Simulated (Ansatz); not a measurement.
Write the native input for Ansatz 0.2.0 that does the following.

```yaml
Task: single point
Functional: LDA
Potentials_or_basis: all-electron LAPW, scalar-relativistic
Cutoff: 235 eV (chosen from the basis error)
Basis_error_allowed: 0.001 eV/atom
k_mesh: 8 × 8 × 8
Occupations: gaussian, width 0.01 eV
Spin: no spin polarisation
```

Si:

```xyz
2
Lattice="-0.0574 2.7250 2.6644 2.6853 -0.0761 2.6831 2.6646 2.7231 -0.0554" Properties=species:S:1:pos:R:3 pbc="T T T"
Si    2.6463    2.6860    2.6460
Si    3.9694    4.0289    3.9691
```

The cell isn't the ideal one: cell strained at random at fixed volume.

One way to write it, as run:

input.yaml

```yaml
crystal:
  lattice:
    - [-0.057353, 2.724962, 2.664397]
    - [2.685267, -0.076102, 2.683147]
    - [2.664614, 2.723059, -0.055449]
  atoms:
    - { symbol: Si, position: [0.5, 0.5, 0.5] }
    - { symbol: Si, position: [0.75, 0.75, 0.75] }
kpoints:
  mp_grid: { grid: [8, 8, 8] }
scf:
  occupations: { method: gaussian, width: 0.01 }
hamiltonian:
  xc: lda
  pseudopotentials: { kind: all_electron, lapw: { basis_error: 0.001 } }
output:
  forces: true
  stress: true
  eigenvalues: true
```

Potentials or basis: all-electron LAPW, scalar-relativistic.

Launch:

```sh
$ ansatz run input.yaml --threads 1 --pin off --max-ram 3072MiB --backend cpu --events-out ev --progress --plain --runs-dir out
```

It gave:

```
Pressure               : -2.0 GPa
Largest force          : 0.413 eV/Å
Band gap on the k mesh : 0.34 eV, indirect (least direct gap 2.19 eV)
```

Wall time 25 s on 1 thread of Intel(R) Xeon(R) Processor @ 2.70GHz, with other jobs on the host, peak memory 0.48 GiB.
